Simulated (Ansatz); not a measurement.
**Al(111) / 3 layers Ru(0001) / Al(111): resistance against film thickness**

Aim: what a thin film of another metal adds to the resistance, first Al(111) / 3 layers Ru(0001) / Al(111).

Main program and level: Ansatz 0.2.0; Ansatz plane-wave DFT, PBE, PAW files; ballistic transport by layer matching (Landauer), zero bias.

### Step 1. Set-up

The cell holds 11 atoms: 8 Al and 3 Ru. Cell: a = 2.862 Å, b = 2.862 Å, c = 24.436 Å, α = 90.0°, β = 90.0°, γ = 120.0°. It derives from Al and Ru. Regions: lead, 8 atoms (8 Al); films, 3 atoms (3 Ru). The structure is stacked along c, and the current runs across the ab planes.

Coordinates:

```cif
data_structure
_symmetry_space_group_name_H-M 'P 1'
_symmetry_Int_Tables_number 1
_cell_length_a 2.8623
_cell_length_b 2.8623
_cell_length_c 24.4363
_cell_angle_alpha 90.000
_cell_angle_beta 90.000
_cell_angle_gamma 120.000
_cell_volume 173.38
loop_
_atom_site_label
_atom_site_type_symbol
_atom_site_fract_x
_atom_site_fract_y
_atom_site_fract_z
_atom_site_occupancy
Al1 Al 0.00000 0.00000 0.04782 1
Al2 Al 0.33333 0.66667 0.14346 1
Al3 Al 0.66667 0.33333 0.23910 1
Al4 Al 0.00000 0.00000 0.33474 1
Ru5 Ru 0.33333 0.66667 0.42171 1
Ru6 Ru 0.66667 0.33333 0.50000 1
Ru7 Ru 0.33333 0.66667 0.57829 1
Al8 Al 0.66667 0.33333 0.66526 1
Al9 Al 0.00000 0.00000 0.76090 1
Al10 Al 0.33333 0.66667 0.85654 1
Al11 Al 0.66667 0.33333 0.95218 1
```

### Step 2. With 3 layers

The film is laid into the lead at the lead's in-plane lattice, and the cell closes on the lead's own image. The mesh across the current, 30×30, is finer than the density's, because channels open and close sharply across the zone. Energies from -1 to 1 eV in steps of 0.036 eV cover the slope of the Fermi function at 300 K, so the program can form a conductance.

input.yaml reads:

```yaml
crystal:
  lattice:
    - [2.862347037, 0.0, 0.0]
    - [-1.4311735185, 2.4788652485, 0.0]
    - [0.0, 0.0, 24.4362795502]
  atoms:
    - { symbol: Al, position: [0.0, 0.0, 0.0478202208] }
    - { symbol: Al, position: [0.3333333333, 0.6666666667, 0.1434606625] }
    - { symbol: Al, position: [0.6666666667, 0.3333333333, 0.2391011042] }
    - { symbol: Al, position: [0.0, 0.0, 0.3347415459] }
    - { symbol: Ru, position: [0.3333333333, 0.6666666667, 0.4217078445] }
    - { symbol: Ru, position: [0.6666666667, 0.3333333333, 0.5] }
    - { symbol: Ru, position: [0.3333333333, 0.6666666667, 0.5782921555] }
    - { symbol: Al, position: [0.6666666667, 0.3333333333, 0.6652584541] }
    - { symbol: Al, position: [0.0, 0.0, 0.7608988958] }
    - { symbol: Al, position: [0.3333333333, 0.6666666667, 0.8565393375] }
    - { symbol: Al, position: [0.6666666667, 0.3333333333, 0.9521797792] }
kpoints:
  mp_grid: { grid: [15, 15, 1] }
hamiltonian:
  xc: pbe
scf:
  occupations: { method: fermi_dirac, width: 0.1 }
output:
  transmission: { leads: [[0, 1]], kmesh: [30, 30], e_range: [-1.0, 1.0], de: 0.036 }
  write_potential: true
  write_density: true
  volumetric_format: npy
  elf: true
```

Run with:

```sh
$ ansatz run input.yaml --threads 4 --pin off --max-ram 8192MiB --backend cpu --events-out ev --progress --plain --runs-dir out
```

Numbers of over 12 decimals in the logs are rounded to 6 here.

Output:

```text
Engine: ansatz 0.2.0, x86_64-unknown-linux-gnu
Pseudopotentials: kind: paw
Pseudopotential: Al, paw, valence charge 3, recommended cutoff 420 eV (normal), Al.paw.azcp
Pseudopotential: Ru, paw, valence charge 16, recommended cutoff 420 eV (normal), Ru.paw.azcp
Functional definition: PBE
  parameter kappa = 0.804
  parameter beta = 0.066725
  exchange = pbe_x(kappa = kappa, mu = beta*pi^2/3)
  correlation = pbe_c(beta = beta)
Crystal: 11 atoms, lattice volume = 173.385 Å³
Basis set: ecut = 420 eV, 3417 PW (Γ)
Bands: 47, of which v1, the nominal top of the filled ones, is band 36 counted from 1 (35 counted from 0)
Symmetry: 6 space group operations
Space group: P3m1 (ITA 156), of the structure as read, at distance tolerance 5.6e-5 Å
k-points: 27 of 225 (time reversal used)
Non-local potential: Al, projectors of the file, l = 0: 2, l = 1: 2, l = 2: 1
Non-local potential: Ru, projectors of the file, l = 0: 3, l = 1: 2, l = 2: 2, l = 3: 1
PAW form: soft (Blöchl's): semilocal exchange-correlation on the pseudo side does not see the compensation charge
PAW one-centre angular grid: Al, 110 points (default); XC on 64 Gauss nodes
PAW one-centre angular grid: Ru, 590 points (default); XC on 64 Gauss nodes
Initial density: superposition of atomic densities (neutral atoms: chi_scale 0, normalization atom), corrected by the library's trained network
Initial wavefunctions: pseudopotential atomic-orbital guess
Functional: x = pbe(κ = 0.804, μ = 0.219515), c = pbe(β = 0.066725)
SCF iter   1: F=—  HF=-21936.506389 eV  |F-HF|=—  |Δ(HF+E_count)|=         —  Δρ=1.44e-2  dr2=1.02e1  ethr=1.77e-3  ⟨swp⟩=7.4  Hψ=5240  notcnv=0  defer=4
preconditioner: auto → Kerker (q_TF=auto, 2.357 Å⁻¹)  [metal: Δε(μ)=0.009 eV  Ē_g=5.806 eV  σ=0.100 eV  W_gap=0.02  n_scr=18 (ndim 8)  ℏωp=19.5 eV  f_vac=0.000  D(μ)=5.73/eV (n_scr^D=18)]
SCF iter   2: F=—  HF=-21936.429580 eV  |F-HF|=—  |Δ(HF+E_count)|=   7.68e-2  Δρ=6.56e-3  dr2=3.19e0  ethr=1.77e-3  ⟨swp⟩=1.0  Hψ=1485  notcnv=0  defer=5
SCF iter   3: F=—  HF=-21936.397340 eV  |F-HF|=—  |Δ(HF+E_count)|=   3.22e-2  Δρ=1.14e-3  dr2=1.04e-1  ethr=1.77e-3  ⟨swp⟩=1.0  Hψ=1254  notcnv=0  defer=5
SCF iter   4: F=—  HF=-21936.395426 eV  |F-HF|=—  |Δ(HF+E_count)|=   1.91e-3  Δρ=3.60e-4  dr2=1.86e-3  ethr=1.44e-4  ⟨swp⟩=1.0  Hψ=1254  notcnv=0  defer=5
SCF iter   5: F=—  HF=-21936.395405 eV  |F-HF|=—  |Δ(HF+E_count)|=   2.10e-5  Δρ=1.01e-4  dr2=5.14e-5  ethr=2.59e-6  ⟨swp⟩=1.0  Hψ=1255  notcnv=0  defer=5
SCF iter   6: F=—  HF=-21936.395404 eV  |F-HF|=—  |Δ(HF+E_count)|=   5.68e-7  Δρ=1.98e-5  dr2=2.76e-6  ethr=7.14e-8  ⟨swp⟩=1.6  Hψ=1697  notcnv=0  defer=9
SCF iter   7: F=-21936.395404 eV  HF=-21936.395404 eV  |F-HF|=4.10e-8  |Δ(HF+E_count)|=   7.42e-8  Δρ=4.05e-6  dr2=5.04e-8  ethr=1.39e-10  ⟨swp⟩=6.3  Hψ=4253  notcnv=0
SCF 1 converged in 7 iterations: F = -21936.395404 eV  dr2 = 5.04e-8
  greatest PAW one-centre occupation: 0.998 electrons in one spin orbital (limit 2), on the Ru atom at site 6 (counted from 0), in its partial waves of l = 0
transmission: 335 of 3276 steps passed
transmission: 659 of 3276 steps passed
[...]
transmission: 3276 of 3276 steps passed
SCF converged after 7 iterations
Free energy (F): -21936.395404 eV
Harris-Foulkes:  -21936.395404 eV  (|F-HF|=4.10e-8)
Internal energy: -21936.201907 eV  (E = F + TS)
E sigma→0 (E₀):  -21936.298656 eV
Entropy (-TS):   -0.193497 eV (-17.591 meV/atom)
Fermi energy:    11.566173 eV
--- Per-component energies (eV) ---
  E_band       = -563.427004
  E_kinetic    = 1726.118205
  E_local      = -55063.986930  (includes V_loc(G=0)·N_el)
  E_nonlocal   = 1112.742671
  E_hartree    = 26653.128502
  E_xc         = -889.476102
  E_vxc        = -949.287740  (∫ρ·V_xc dr)
  E_paw        = -14121.565352  (= ΣΔE_a)
  E_vpaw       = -695.239721  (= ΣTr[D̂ρ^β])
  E_aug_tail   = -0.000532  (compensation charges beyond the density's cutoff)
  E_ewald      = 18646.837630
  E_smearing   = -0.193497  (= −TS)
  E_closure    = -0.000000  (closes the sum)
  Σ components = -21936.395404   (vs F -21936.395404, Δ=0.00e0)
--- Band table (eV; the first three rows and the last of 27) ---
  k-point 0: bands = [... 32 lower, 10.3195, 10.3195, 10.7942, 11.4122, 11.8817, 11.8817, 12.5980, 12.5980, ... 7 higher]
  k-point 1: bands = [... 32 lower, 10.2498, 10.3025, 10.8253, 11.1634, 11.8615, 12.0270, 12.4635, 12.6441, ... 7 higher]
  k-point 2: bands = [... 32 lower, 10.1935, 10.3098, 10.7642, 11.0028, 11.8124, 12.3720, 12.6213, 12.7551, ... 7 higher]
  k-point 26: bands = [... 32 lower, 9.8866, 9.9369, 10.1113, 10.3653, 10.4634, 10.5107, 10.8225, 11.7344, ... 7 higher]
--- Transmission ---
  basis      : 61 plane waves across, 36 finite elements along
  points     : 91, standing for a mesh of 30 x 30
  filling    : by the input's occupations and mesh, since the crystals that have channels conduct as metals do. If one of these is a semiconductor, that mesh has misplaced its level
  energies   : 56 from -1.000000 to 0.980000 eV about the Fermi level, 0.036000 eV apart; the leads are filled to 0.000000 eV, and channels, transmission and decay are at 0.008000 eV
  crystal 0  : Al1, at the sites [0, 1], period 2.3371 Å, over 18.70 Å; its Hamiltonian steps by up to 14.9 meV
    offset         : up to 0.0000 Å between an atom of the period and one for which it stands
    filled         : 1.6 meV over the level at which it is neutral
    channels       : 1.354444e0 a spin
    conductance    : 1.4723e15 S/m² at 300 K; may be off by some 0.0 % by where its bands' edges are placed, 3.7 % from the k-mesh, 0.0 % from the distance to neutral
    slowest decay  : 0.0220 /Å at (0.3333, 0.3000)
  junction   : crystal 0 to crystal 0, 0.70 to 22.80 Å
    transmission   : 2.753975e-1 a spin
    conductance    : 3.0148e14 S/m² at 300 K (2.7269e14 on every other point, 3.0020e14 on every other energy)
    error estimate : 0.4 % from the energy spacing and 0.0 % from band edges of the leads and from resonances (wavevectors taken as independent; lower de), 9.2 % from the k-mesh, 13.2 % from the steps of its leads' Hamiltonians or their offsets (lay more layers), 0.1 % from the distance to neutral
    resistance     : 2.6378e-3 Ω µm² beyond half of each lead's own
```

Elapsed: 2.2 min, on 4 threads of Intel Xeon Platinum 8175M at 2.50GHz (Skylake/Cascade Lake), shared host; peak memory 0.57 GiB.

In the SCF lines HF is the Harris–Foulkes energy and dr2 the Hartree energy of the density residual, in eV; the loop may stop once dr2 is under the threshold and the program's other checks hold. Hψ counts applications of the Hamiltonian.

Numbers from this step:

| Quantity | Value |
| --- | --- |
| free energy | -21936.3954 eV |
| energy at zero smearing | -21936.2987 eV |
| Fermi energy | 11.57 eV |
| cell area | 7.095 Å² |
| step of the lead's potential | 14.9 meV |
| ballistic conductance of the lead | 1.47e15 S/m² |
| estimated errors of the lead's conductance | 0, 3.7, 0 % (band edges, k-mesh, distance from neutral) |
| lead conductance per cell | 1.348 G₀ |
| conductance of the junction | 3.01e14 S/m² |
| junction conductance per cell | 0.2761 G₀ |
| estimated errors of the junction's conductance | 0.4, 0, 9.2, 13.2, 0.1 % (energy step, band edges, k-mesh, leads' steps, distance from neutral) |
| area resistance that the stack adds (contact term taken off, spin by spin) | 2.638 fΩ m² |

Per spin. Table of transmission, zone mean by energy, zero at the Fermi level:

```
energy (eV)  transmission, zone mean
     -1.000                    0.356
     -0.892                    0.380
     -0.856                    0.388
     -0.820                    0.376
     -0.712                    0.350
     -0.640                    0.326
     -0.532                    0.294
     -0.424                    0.285
     -0.352                    0.282
     -0.244                    0.269
     -0.136                    0.266
     -0.064                    0.270
      0.008                    0.275
      0.044                    0.280
      0.116                    0.306
      0.224                    0.389
      0.332                    0.402
      0.404                    0.431
      0.512                    0.467
      0.620                    0.461
      0.692                    0.450
      0.800                    0.496
      0.872                    0.506
      0.980                    0.606
```

Per spin. Open channels, zone mean, lead against energy, zero at the Fermi level:

energy (eV), open channels, zone mean, lead and a bar from the least value:
```
   -1.000       1.23 
   -0.892       1.27 ####
   -0.820       1.28 ####
   -0.712       1.25 ##
   -0.640       1.28 ####
   -0.532       1.27 ###
   -0.424       1.24 #
   -0.352       1.24 #
   -0.244       1.29 #####
   -0.136       1.25 #
   -0.064       1.34 ##########
    0.008       1.35 ###########
    0.044       1.35 ###########
    0.116       1.39 ##############
    0.224       1.44 ###################
    0.332       1.47 ######################
    0.404       1.44 ###################
    0.512       1.47 ######################
    0.620       1.49 ########################
    0.692       1.50 #########################
    0.800       1.51 ##########################
    0.872       1.51 ##########################
    0.980       1.55 ##############################
```

Transmission over k1 and k2. At 0.0080 eV from the Fermi level.

Ten even steps from '0' (0.00) to '9' (1.29), each cell a mean:
```
884211123211125786111241331115
433522111011124353211120011001
313323332223333332131110000111
211230001111100023112330000023
121140000000000002311221000012
131031000000000000131131321023
221031000000000000012111221012
311131000000000000000221113101
312141000000122210000013221222
733230000000156641000000232357
982520000000157674100000012629
885423100000015676100000003344
443222320000001243100000004221
311131123100000011000000013111
221012211220000000000000013011
132113313112000000000000013013
111000112212310000000000004112
232000003321131000001100004211
322000001223123123322223322321
311010001111225532111011122542
741113213211167552111121112337
985232312323269985232221223269
```
Columns: k1 (b1) from -0.5 to 0.467; rows upwards: k2 (b2) from -0.5 to 0.467.

Open channels over k1 and k2. At 0.0080 eV from the Fermi level.

Values, 12 rows by 16 columns, each cell a mean:
```
1.91 1.61 1.95 1.63 1.00 1.32 1.79 1.81 1.79 1.89 2.00 2.00 1.60 1.76 2.00 2.00
1.48 1.99 1.87 1.12 1.00 1.00 1.01 1.41 1.79 1.89 1.65 1.92 1.07 0.21 1.31 2.00
1.40 1.24 1.00 1.00 1.00 1.00 1.00 1.00 1.00 1.00 1.35 1.40 1.36 0.93 0.88 1.79
1.40 1.03 1.00 1.00 1.00 1.00 1.00 1.00 1.00 1.00 1.00 1.00 1.20 1.79 2.00 2.00
1.69 1.67 1.03 1.00 1.00 1.00 1.00 1.00 1.00 1.00 1.00 1.00 1.08 1.75 1.73 2.00
1.91 1.77 1.56 1.00 1.00 1.00 1.00 1.00 1.00 1.00 1.00 1.00 1.00 1.45 1.87 1.81
2.00 1.84 1.95 1.20 1.00 1.00 1.00 1.00 1.00 1.00 1.00 1.00 1.00 1.05 1.65 1.79
1.57 2.00 1.65 1.55 1.00 1.00 1.00 1.00 1.00 1.00 1.00 1.00 1.00 1.00 1.04 1.81
1.59 1.91 1.80 1.69 1.00 1.00 1.00 1.00 1.00 1.00 1.00 1.00 1.00 1.00 1.00 1.00
1.59 1.43 0.25 0.63 1.69 1.59 1.56 1.40 1.00 1.00 1.00 1.00 1.00 1.05 1.43 1.80
1.79 2.00 1.39 0.69 1.79 1.95 1.81 1.81 1.89 1.47 1.13 1.00 1.04 1.73 1.99 1.69
2.00 2.00 1.65 1.71 1.57 1.73 1.84 2.00 1.89 1.79 1.59 1.29 1.20 1.73 1.61 1.91
```
Columns: k1 (b1) from -0.5 to 0.467; rows upwards: k2 (b2) from -0.5 to 0.467.

ELF in the ca plane at fractional y = 0.333, with atoms of Al and Ru within 0.2 Å of it. It is the smooth field of the valence electrons, not physical close to the nuclei.

Values, 5 rows by 16 columns, each cell a mean:
```
0.51 0.39 0.60 0.58 0.28 0.49 0.58 0.44 0.27 0.26 0.40 0.53 0.27 0.28 0.43 0.24
0.43 0.27 0.55 0.60 0.17 0.39 0.58 0.34 0.27 0.31 0.47 0.49 0.29 0.36 0.34 0.14
0.51 0.39 0.60 0.58 0.28 0.49 0.58 0.44 0.27 0.26 0.40 0.53 0.27 0.28 0.43 0.24
0.58 0.58 0.55 0.50 0.59 0.53 0.51 0.54 0.30 0.32 0.27 0.27 0.28 0.30 0.43 0.54
0.58 0.58 0.55 0.50 0.59 0.53 0.51 0.54 0.30 0.32 0.27 0.27 0.28 0.30 0.43 0.54
```
Columns run along c (16.0 Å, from fractional 0.05 to 0.71 of the cell), rows up along a (2.9 Å). Atoms in or near the plane, at fractional coordinates: Al at (0.24, 0.67), Ru at (0.50, 0.67), Al at (0.67, 0.67).

Electrostatic potential energy in the ca plane at fractional y = 0.333, with atoms of Al and Ru within 0.2 Å of it. With pseudopotentials it is smooth inside the atoms' cores, unlike the true potential.

Values in eV, 5 rows by 16 columns, each cell a mean:
```
 10  12   9   9  -4   1  10  10  12   9 -13 -31   8  10   2  -4
 13  13  12   8   1   0  12  12  13  12 -26 -45   7  13   1   2
 10  12   9   9  -4   1  10  10  12   9 -13 -31   8  10   2  -4
  3   9   0  10   8  10   6   3   6  -4   9   7   3  -1  10   8
  3   9   0  10   8  10   6   3   6  -4   9   7   3  -1  10   8
```
Columns run along c (16.0 Å, from fractional 0.05 to 0.71 of the cell; values clipped at the 3rd and 97th percentile), rows up along a (2.9 Å). Atoms in or near the plane, at fractional coordinates: Al at (0.24, 0.67), Ru at (0.50, 0.67), Al at (0.67, 0.67).

Valence density in the ca plane at fractional y = 0.333, with atoms of Al and Ru within 0.2 Å of it. It is the smooth field of the valence electrons, not physical close to the nuclei.

Values in units of 1e0 e/Å³, 5 rows by 16 columns, each cell a mean:
```
0.2 0.2 0.2 0.2 0.2 0.2 0.2 0.2 0.2 0.4 1.8 3.6 0.5 0.3 0.2 0.1
0.2 0.1 0.2 0.2 0.1 0.2 0.2 0.2 0.2 0.3 3.9 7.5 0.5 0.3 0.2 0.1
0.2 0.2 0.2 0.2 0.2 0.2 0.2 0.2 0.2 0.4 1.8 3.6 0.5 0.3 0.2 0.1
0.2 0.2 0.2 0.2 0.2 0.2 0.2 0.2 0.5 0.9 0.4 0.4 0.6 0.8 0.2 0.2
0.2 0.2 0.2 0.2 0.2 0.2 0.2 0.2 0.5 0.9 0.4 0.4 0.6 0.8 0.2 0.2
```
Columns run along c (16.0 Å, from fractional 0.05 to 0.71 of the cell), rows up along a (2.9 Å). Atoms in or near the plane, at fractional coordinates: Al at (0.24, 0.67), Ru at (0.50, 0.67), Al at (0.67, 0.67).

The lead's potential steps by 15 meV from period to period, small in itself. The program estimates the junction's conductance to 9.2 % from the k-mesh, 0.1 % from the leads' distance from neutral and 13 % from their steps.

By hand: 1/G − 1/G_lead = 1/0.3015 − 1/1.472 = 2.64 fΩ m² with G in 10¹⁵ S/m².

### Step 3. With 5 layers, film layers 5

The stack now holds 5 film layers; the k-mesh follows the cell, and the energies span -0.27 to 0.27 eV.

System of this step: Al(111) / 5 layers Ru(0001) / Al(111). The cell holds 13 atoms: 8 Al and 5 Ru. Its edges and angles: a = 2.862 Å, b = 2.862 Å, c = 28.263 Å, α = 90.0°, β = 90.0°, γ = 120.0°. It derives from Al and Ru. Regions: lead, 8 atoms (8 Al); films, 5 atoms (5 Ru). The structure is stacked along c, and the current runs across the ab planes.

input.yaml reads:

```yaml
crystal:
  lattice:
    - [2.862347037, 0.0, 0.0]
    - [-1.4311735185, 2.4788652485, 0.0]
    - [0.0, 0.0, 28.262617548]
  atoms:
    - { symbol: Al, position: [0.0, 0.0, 0.0413460743] }
    - { symbol: Al, position: [0.3333333333, 0.6666666667, 0.1240382229] }
    - { symbol: Al, position: [0.6666666667, 0.3333333333, 0.2067303714] }
    - { symbol: Al, position: [0.0, 0.0, 0.28942252] }
    - { symbol: Ru, position: [0.3333333333, 0.6666666667, 0.3646148754] }
    - { symbol: Ru, position: [0.6666666667, 0.3333333333, 0.4323074377] }
    - { symbol: Ru, position: [0.3333333333, 0.6666666667, 0.5] }
    - { symbol: Ru, position: [0.6666666667, 0.3333333333, 0.5676925623] }
    - { symbol: Ru, position: [0.3333333333, 0.6666666667, 0.6353851246] }
    - { symbol: Al, position: [0.6666666667, 0.3333333333, 0.71057748] }
    - { symbol: Al, position: [0.0, 0.0, 0.7932696286] }
    - { symbol: Al, position: [0.3333333333, 0.6666666667, 0.8759617771] }
    - { symbol: Al, position: [0.6666666667, 0.3333333333, 0.9586539257] }
kpoints:
  mp_grid: { grid: [15, 15, 1] }
hamiltonian:
  xc: pbe
scf:
  occupations: { method: fermi_dirac, width: 0.1 }
output:
  transmission:
    leads: [[0, 1]]
    kmesh: [30, 30]
    e_range: [-0.27, 0.27]
    de: 0.036
  write_potential: true
  write_density: true
  volumetric_format: npy
```

Output:

```text
[...]
Crystal: 13 atoms, lattice volume = 200.534 Å³
Basis set: ecut = 420 eV, 3935 PW (Γ)
Bands: 65, of which v1, the nominal top of the filled ones, is band 52 counted from 1 (51 counted from 0)
Symmetry: 6 space group operations
[...]
k-points: 27 of 225 (time reversal used)
[...]
--- Transmission ---
  basis      : 61 plane waves across, 42 finite elements along
  points     : 91, standing for a mesh of 30 x 30
[...]
filled         : 24.8 meV over the level at which it is neutral
    channels       : 1.354444e0 a spin
[...]
slowest decay  : 0.0608 /Å at (0.3000, 0.3000)
  junction   : crystal 0 to crystal 0, 0.70 to 26.62 Å
    transmission   : 1.990928e-1 a spin
[...]
resistance     : 3.5633e-3 Ω µm² beyond half of each lead's own
[key lines of the parts left out:]
SCF converged after 8 iterations
Free energy (F): -33693.180925 eV
Fermi energy:    13.182403 eV
```

The job ended after 75 s (4 threads; peak memory 0.75 GiB).

Numbers from this step:

```yaml
free_energy: -33693.1809 eV
energy_at_zero_smearing: -33693.0640 eV
fermi_energy: 13.18 eV
step_of_the_lead_s_potential: 13 meV
ballistic_conductance_of_the_lead: 1.48e15 S/m²
estimated_errors_of_the_lead_s_conductance: 0, 3.8, 0.4 % (band edges, k-mesh, distance from neutral)
lead_conductance_per_cell: 1.354 G₀
conductance_of_the_junction: 2.36e14 S/m²
junction_conductance_per_cell: 0.2160 G₀
estimated_errors_of_the_junction_s_conductance: 0.5, 0, 13.9, 20, 5.8 % (energy step, band edges, k-mesh, leads' steps, distance from neutral)
area_resistance_that_the_stack_adds_contact_term_taken_off_spin_by_spin: 3.563 fΩ m²
```

Per spin. Transmission, zone mean against energy, zero at the Fermi level:

| energy (eV) | transmission, zone mean |
| --- | --- |
| -0.270 | 0.326 |
| -0.234 | 0.294 |
| -0.198 | 0.284 |
| -0.162 | 0.274 |
| -0.126 | 0.290 |
| -0.090 | 0.275 |
| -0.054 | 0.245 |
| -0.018 | 0.226 |
| 0.018 | 0.199 |
| 0.054 | 0.189 |
| 0.090 | 0.195 |
| 0.126 | 0.206 |
| 0.162 | 0.230 |
| 0.198 | 0.219 |
| 0.234 | 0.232 |
| 0.270 | 0.228 |

The conductance of the junction is 2.4e14 S/m², 22 % under the 3.0e14 S/m² of the last finished run, no more than the error estimates, leads' steps apart, of 9.2 and 14 % together.

(Part 1 of 2 ends here.)

[Logs are printed without paths, hosts, clocks, repeated set-up lines and the standing remarks that a program may print on its own settings, such as how far it seeks lower states.]

[Hosts, paths, dates, database ids (printed as entryN), source tags and the programs' standing remarks are cut or masked in the printed files.]
